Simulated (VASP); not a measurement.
The system is ZnO (zincite).

```xyz
4
Lattice="3.2493 0.0000 0.0000 -1.6247 2.8140 0.0000 0.0000 0.0000 5.2057" Properties=species:S:1:pos:R:3 pbc="T T T"
Zn    1.6247    0.9380    0.0000
Zn    0.0000    1.8760    2.6029
O     0.0000    1.8760    4.5759
O     1.6247    0.9380    1.9730
```

Base run:

```yaml
Program: VASP 6.6.1
Functional: PBE
Potentials_or_basis: VASP PAW PBE potentials, release 64 (Zn, O)
Cutoff: 520 eV
k_mesh: 9 × 9 × 5
Occupations: fermi-dirac, width 0.05 eV
Spin: no spin polarisation
```

Its results: band gap on the k mesh 0.79 eV, direct; pressure 6.0 GPa; largest force 0.074 eV/Å.

**Question.** The run is repeated on the same cell with these changes: functional from PBE to r2SCAN; further incar settings from ALGO = Normal; EDIFF = 1e-07 to ALGO = Normal; EDIFF = 1e-06. What comes out?

**Answer.** Band gap on the k mesh 1.23 eV, direct; pressure -0.2 GPa; largest force 0.086 eV/Å.

Caveats: the PAW data sets were made with another functional, which shifts forces and pressure a little (some runs); an odd mesh through Γ misses points on the zone boundary, where band edges often lie (some runs).

Not every run made on this cell is shown here.
